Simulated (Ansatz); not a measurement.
# CaSe (F-43m) in Ansatz: relaxation of cell and atoms with PBE

Aim: the relaxation of cell and atoms of CaSe with PBE.

Everything below comes from runs of Ansatz 0.2.0. Logs are shortened: lines on timing, memory, paths and dates and some standing lists are left out, and cuts for length are marked.

### 1 The crystal as given

The structure is cubic, space group F-43m (No. 216). The conventional cell has a = 6.600 Å, b = 6.600 Å, c = 6.600 Å, α = 90.00°, β = 90.00°, γ = 90.00°. Se (site symmetry -43m) has 4 Ca at 2.86 Å as nearest neighbours. Ca (site symmetry -43m) is surrounded by 4 Se at 2.86 Å.

The cell comes from a database or a generator and needn't be the stable form of this composition.

### 2 Relaxation of cell and atoms, PBE

input.yaml

```yaml
crystal:
  lattice:
    - [0.0, 3.3, 3.3]
    - [3.3, 0.0, 3.3]
    - [3.3, 3.3, 0.0]
  atoms:
    - { symbol: Se, position: [0.25, 0.25, 0.25] }
    - { symbol: Ca, position: [0.0, 0.0, 0.0] }
hamiltonian:
  xc: pbe
  pseudopotentials: { kind: paw }
kpoints:
  mp_grid: { grid: [5, 5, 5] }
scf:
  occupations: { method: fermi_dirac, width: 0.05 }
output:
  forces: true
  stress: true
  eigenvalues: true
  write_density: true
  write_potential: true
  elf: true
  volumetric_format: npy
relax:
  f_tol: 0.01
  max_steps: 40
  cell: { stress_tol: 0.05 }
```

Potentials or basis: Ansatz PAW.

On the command line:

```
> ansatz run input.yaml --threads 2 --pin off --max-ram 5632MiB --backend cpu --events-out ev --progress --plain --runs-dir out
```

The program printed:

```text
Warning: RAYON_NUM_THREADS=2 ignored (pool sized by the plan → 2); use --threads N
Engine: ansatz 0.2.0, aarch64-unknown-linux-gnu
Pseudopotentials: kind: paw
Pseudopotential: Se, paw, valence charge 16, recommended cutoff 420 eV (normal), Se.paw.azcp
Pseudopotential: Ca, paw, valence charge 10, recommended cutoff 420 eV (normal), Ca.paw.azcp
Functional definition: PBE
  parameter kappa = 0.804
  parameter beta = 0.06672455060314922
  exchange = pbe_x(kappa = kappa, mu = beta*pi^2/3)
  correlation = pbe_c(beta = beta)
Crystal: 2 atoms, lattice volume = 71.874 Å³
Basis set: ecut = 420 eV, 1411 PW (Γ), exchange–correlation on 64×64×64 points (8 copies of the dense FFT grid, shifted against one another)
Bands: 17, of which v1, the nominal top of the filled ones, is band 13 counted from 1 (12 counted from 0)
Symmetry: 24 space group operations
Space group: F-43m (ITA 216), of the structure as read, at distance tolerance 4.2e-5 Å
k-points: 10 of 125 (time reversal used)
Non-local potential: Se, projectors of the file, l = 0: 2, l = 1: 2, l = 2: 3, l = 3: 1
Non-local potential: Ca, projectors of the file, l = 0: 3, l = 1: 2, l = 2: 2
PAW form: soft (Blöchl's): semilocal exchange-correlation on the pseudo side does not see the compensation charge
PAW one-centre angular grid: Se, 590 points (default); XC on 64 Gauss nodes
PAW one-centre angular grid: Ca, 110 points (default); XC on 64 Gauss nodes
Initial density: superposition of atomic densities (neutral atoms: chi_scale 0, normalization atom), corrected by the library's trained network
Initial wavefunctions: pseudopotential atomic-orbital guess
Functional: x = pbe(κ = 0.804, μ = 0.2195149727645171), c = pbe(β = 0.06672455060314922)
SCF iter   1: F=—  HF=-7289.485332 eV  |F-HF|=—  |Δ(HF+E_count)|=         —  Δρ=9.79e-4  dr2=1.26e-3  ethr=1.77e-3  ⟨swp⟩=6.7  Hψ=1033  notcnv=0
preconditioner: auto → none  [insulator: Δε(μ)=3.164 eV  Ē_g=8.161 eV  σ=0.050 eV  W_gap=1.00  n_scr=14 (ndim 8)  ℏωp=12.4 eV  f_vac=0.191  D(μ)=0.00/eV (n_scr^D=0)  ε∞_Penn≈3.3]
SCF iter   2: F=—  HF=-7289.485342 eV  |F-HF|=—  |Δ(HF+E_count)|=   9.41e-6  Δρ=3.23e-4  dr2=9.21e-5  ethr=4.84e-6  ⟨swp⟩=2.0  Hψ=279  notcnv=0
SCF iter   3: F=—  HF=-7289.485445 eV  |F-HF|=—  |Δ(HF+E_count)|=   1.03e-4  Δρ=1.43e-4  dr2=1.67e-5  ethr=3.54e-7  ⟨swp⟩=2.0  Hψ=210  notcnv=0
SCF iter   4: F=—  HF=-7289.485468 eV  |F-HF|=—  |Δ(HF+E_count)|=   2.35e-5  Δρ=4.07e-5  dr2=2.10e-6  ethr=6.43e-8  ⟨swp⟩=2.0  Hψ=210  notcnv=0
[... 20 lines left out ...]
SCF iter   1: F=—  HF=-7289.485682 eV  |F-HF|=—  |Δ(HF+E_count)|=         —  Δρ=5.04e-6  dr2=1.53e-8  ethr=2.06e-7  ⟨swp⟩=3.2  Hψ=1446  notcnv=0
eigensolver tolerance schedule: the retry pair's looser diagonalisation over-reported the residual by 3504.28 of it (diagonalisation noise at 0.30 of the residual, at the tolerance the schedule requests for it); recorded, not acted on — ethr = c·dr2/N_el stays at c = 1.0e-1
preconditioner: auto → none  [insulator: Δε(μ)=3.173 eV  Ē_g=8.166 eV  σ=0.050 eV  W_gap=1.00  n_scr=14 (ndim 8)  ℏωp=12.4 eV  f_vac=0.181  D(μ)=0.00/eV (n_scr^D=0)  ε∞_Penn≈3.3]
SCF iter   2: F=—  HF=-7289.485670 eV  |F-HF|=—  |Δ(HF+E_count)|=   1.22e-5  Δρ=2.81e-6  dr2=4.44e-9  ethr=5.87e-11  ⟨swp⟩=2.2  Hψ=300  notcnv=0
SCF iter   3: F=—  HF=-7289.485670 eV  |F-HF|=—  |Δ(HF+E_count)|=   8.69e-9  Δρ=7.38e-7  dr2=9.15e-10  ethr=1.71e-11  ⟨swp⟩=2.0  Hψ=204  notcnv=0
SCF iter   4: F=—  HF=-7289.485670 eV  |F-HF|=—  |Δ(HF+E_count)|=  2.22e-10  Δρ=2.38e-7  dr2=3.17e-11  ethr=3.52e-12  ⟨swp⟩=3.0  Hψ=260  notcnv=0
SCF iter   5: F=-7289.485670 eV  HF=-7289.485670 eV  |F-HF|=9.09e-12  |Δ(HF+E_count)|=  1.27e-11  Δρ=8.65e-8  dr2=1.90e-12  ethr=1.00e-12  ⟨swp⟩=5.1  Hψ=674  notcnv=0
SCF 3 converged in 5 iterations: F = -7289.485670 eV  dr2 = 1.90e-12
relax step   3: F+E_penalty+E_count = -7289.48566966 eV  Δ(F+E_penalty+E_count) = +1.014e-5 eV  max|allowed force component| = 4.134e-17 eV/Å  Δτ_max = 0.0000 Å  P = +0.029 GPa  Ω = 71.435 Å³  stress off target by 2.87e-2 GPa  SCF on the basis re-selected at this cell (its energy is not comparable with the rows above)  (5 SCF iters)
basis re-selected at this cell: Δ(F+E_penalty+E_count) = +1.014e-5 eV, ΔP = -0.000 GPa vs the last step (what re-selecting the basis moved, of the pressure what is left beyond the Pulay correction that the steps carried, after the strain that the cell walked since its last selection, with what the two solves' SCF thresholds leave and, on support functions, any second-order correction that the steps lacked; it is no measure of the basis error at this ecutwfc). This SCF's stress stands 2.87e-2 GPa from its target on what of the cell is left free (relax.cell.stress_tol is 5.00e-2 GPa) and its largest allowed force component is 4.13e-17 eV/Å (relax.f_tol is 1.00e-2 eV/Å): within both
SCF converged after 5 iterations
Free energy (F): -7289.485670 eV
Harris-Foulkes:  -7289.485670 eV  (|F-HF|=9.09e-12)
Internal energy: -7289.485670 eV  (E = F + TS)
E sigma→0 (E₀):  -7289.485670 eV
Fermi energy:    4.699245 eV
--- Per-component energies (eV) ---
  E_band       = -591.233395
  E_kinetic    = 397.434650
  E_local      = -3814.739713  (includes V_loc(G=0)·N_el)
  E_nonlocal   = -533.106283
  E_hartree    = 1737.086238
  E_xc         = -242.399119
  E_vxc        = -270.546503  (∫ρ·V_xc dr)
  E_paw        = -2769.061705  (= ΣΔE_a)
  E_vpaw       = 155.552609  (= ΣTr[D̂ρ^β])
  E_aug_tail   = -0.000598  (compensation charges beyond the density's cutoff)
  E_ewald      = -2064.699140
  E_smearing   = -0.000000  (= −TS)
  E_closure    = 0.000000  (closes the sum)
  Σ components = -7289.485670   (vs F -7289.485670, Δ=0.00e0)
--- Forces (eV/Å), atoms counted from 1 ---
  atom   1  Se     0.00000000     0.00000000     0.00000000
  atom   2  Ca    -0.00000000    -0.00000000    -0.00000000
  max |Σ_I F_I| component: 7.46e-17 eV/Å
--- Stress (GPa, compression-positive) ---
        0.028719      -0.000000      -0.000000
       -0.000000       0.028719       0.000000
       -0.000000       0.000000       0.028719
  P = ⅓ Tr σ = 0.0287 GPa (0.287 kbar)
--- Band table (eV; the first three rows and the last of 10) ---
  k-point 0: bands = ["-41.7551", "-41.7551", "-41.7551", "-41.7521", "-41.7521", "-36.1195", "-17.1312", "-17.1312", "-17.1312", "-7.3106", "2.9167", "2.9167", "2.9167", "6.1735", "8.3554", "8.3554", "10.3311"]
  k-point 1: bands = ["-41.7552", "-41.7551", "-41.7551", "-41.7521", "-41.7521", "-36.1188", "-17.1459", "-17.1330", "-17.1330", "-7.2257", "2.3981", "2.9471", "2.9471", "7.1822", "8.2209", "8.2209", "9.7041"]
  k-point 2: bands = ["-41.7552", "-41.7551", "-41.7551", "-41.7521", "-41.7521", "-36.1178", "-17.1693", "-17.1360", "-17.1360", "-7.0865", "1.8740", "2.9869", "2.9869", "8.0743", "8.3591", "8.3591", "8.8767"]
  k-point 9: bands = ["-41.7552", "-41.7551", "-41.7551", "-41.7521", "-41.7521", "-36.1172", "-17.1694", "-17.1480", "-17.1417", "-7.0029", "2.1095", "2.5341", "2.9429", "6.9581", "7.9872", "8.7635", "9.3458"]
--- Relaxed structure (2 steps of the walk, 2 accepted, 1 SCFs on fresh bases) ---
  F+E_penalty+E_count = -7289.48566966 eV   max|allowed force component| = 4.134e-17 eV/Å   (the final SCF, on the basis selected at the relaxed cell)
  cell:  # Å, volume = 71.4355 Å³
    - [-6.369215041119482e-35, 3.2932750020493495, 3.2932750020493495]
    - [3.2932750020493495, 1.8215955017601734e-33, 3.2932750020493495]
    - [3.2932750020493495, 3.2932750020493495, 3.362945541711089e-33]
  atoms:
    - { symbol: Se, position: [0.25, 0.25, 0.25] }
    - { symbol: Ca, position: [-7.732900534282084e-34, 5.009363239189023e-34, 8.997399992718148e-34] }
```

v_z.tsv:

```text
# z_ang	v_es[eV]	v_tot[eV]
# format = ansatz-planar-average/11
# xc	pbe
# density_cutoff_ev	1680
# datasets	Se=:simpson_from_first_knot:soft	Ca=:simpson_from_first_knot:soft
# lattice	-0.000000000	3.293275002	3.293275002
# lattice	3.293275002	0.000000000	3.293275002
# lattice	3.293275002	3.293275002	0.000000000
# sites	2
# site	34	1.646637501	1.646637501	1.646637501
# site	20	0.000000000	0.000000000	-0.000000000
0.000000	-1.264896e0	-1.088021e1
0.145544	-1.700804e0	-1.161851e1
0.291087	-1.827164e0	-1.191209e1
0.436631	-1.509963e0	-1.165193e1
0.582174	-8.002346e-1	-1.091306e1
0.727718	1.128946e-1	-9.909624e0
[... 24 lines left out ...]
4.366307	8.589784e-2	-8.568380e0
4.511851	-6.718341e-1	-9.859931e0
```

Run time: 2.4 s. Hardware: 2 threads of Arm Neoverse V2, shared host; peak memory 0.32 GiB.

What came out:

```
Free energy                            : -7289.4857 eV
Relaxed volume                         : 35.72 Å³/atom
Relaxed cell                           : a = 4.657 Å, b = 4.657 Å, c = 4.657 Å, α = 60.00°, β = 60.00°, γ = 60.00°
Space group after relaxing (to 0.05 Å) : F-43m (No. 216)
Energy gained by relaxing              : 0.1 meV/atom
Ionic steps                            : 3
Pressure after relaxing                : 0.0 GPa
Band gap on the k mesh                 : 3.17 eV, indirect (least direct gap 3.26 eV)
```

The path:
| step | energy change (eV) | largest force (eV/Å) | volume (Å³) |
| --- | --- | --- | --- |
| 1 | 0.0000 | 0.0000 | 71.87 |
| 2 | -0.0002 | 0.0000 | 71.44 |
| 3 | -0.0002 | 0.0000 | 71.44 |

Final structure:
```xyz
2
Lattice="0.0000 3.2933 3.2933 3.2933 0.0000 3.2933 3.2933 3.2933 0.0000" Properties=species:S:1:pos:R:3 pbc="T T T"
Se    1.6466    1.6466    1.6466
Ca    0.0000    0.0000    0.0000
```

Caveat: odd divisions of the mesh miss points on the zone boundary, where band edges often lie, so the gap on the mesh can be too wide; the plane-wave basis is chosen anew once the cell has moved, so the energies of steps on either side of that aren't comparable. A k mesh can miss the band edges.
